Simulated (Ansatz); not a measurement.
Input of an Ansatz 0.2.0 run:

input.yaml

```yaml
crystal:
  lattice:
    - [-3.28625, 3.28625, 2.9816]
    - [3.28625, -3.28625, 2.9816]
    - [3.28625, 3.28625, -2.9816]
  atoms:
    - { symbol: Hf, position: [0.0, 0.0, 0.0] }
    - { symbol: Hf, position: [0.75, 0.25, 0.5] }
    - { symbol: Si, position: [0.5, 0.5, 0.0] }
    - { symbol: Si, position: [0.25, 0.75, 0.5] }
    - { symbol: O, position: [0.6802, 0.4957, 0.8155] }
    - { symbol: O, position: [0.2457, 0.9302, 0.3155] }
    - { symbol: O, position: [0.6802, 0.8647, 0.1845] }
    - { symbol: O, position: [0.6147, 0.9302, 0.6845] }
    - { symbol: O, position: [0.0698, 0.3853, 0.3155] }
    - { symbol: O, position: [0.5043, 0.3198, 0.1845] }
    - { symbol: O, position: [0.0698, 0.7543, 0.6845] }
    - { symbol: O, position: [0.1353, 0.3198, 0.8155] }
hamiltonian:
  xc: pbesol
  pseudopotentials: { kind: paw }
  dispersion: d4
kpoints:
  mp_grid: { grid: [6, 6, 6] }
scf:
  occupations: { method: fermi_dirac, width: 0.05 }
output:
  forces: true
  stress: true
  eigenvalues: true
relax:
  f_tol: 0.01
  max_steps: 40
  cell: { stress_tol: 0.05 }
```

Potentials or basis: Ansatz PAW.

Run with:

```console
$ ansatz run input.yaml --threads 4 --pin off --max-ram 11264MiB --backend cpu --events-out ev --progress --plain --runs-dir out
```

Q: What does it give for the relaxed volume?

A: 10.69 Å³/atom.

Q: Estimate the relaxed cell.

A: a = 5.514 Å, b = 5.514 Å, c = 5.514 Å, α = 106.96°, β = 106.96°, γ = 114.63°.

Q: Predict the band gap on the k mesh.

A: 5.42 eV, indirect (least direct gap 5.78 eV).

Q: Predict the space group after relaxing (to 0.05 Å).

A: I4_1/amd (No. 141).

Step by step:
```
step  energy change (eV)  largest force (eV/Å)  volume (Å³)
   1              0.0000                0.4495       128.80
   2             -0.0194                0.0673       127.66
   3             -0.0202                0.0477       128.14
   4             -0.0202                0.0081       128.27
   5             -0.0201                0.0002       128.29
   6             -0.0178                0.0002       128.29
   7             -0.0179                0.0002       128.28
   8             -0.0178                0.0002       128.28
```

Caveat: the plane-wave basis is chosen anew once the cell has moved, so the energies of steps on either side of that aren't comparable; the pressure holds a Pulay correction of +0.8 GPa for the finite cutoff; spin-orbit coupling is left out, which moves the levels of the heavy elements; the PAW data sets come from PBE, with cores solved anew for the run's functional, which leaves a small shift of forces and pressure. As with any semilocal functional, this PBEsol gap is likely too small.
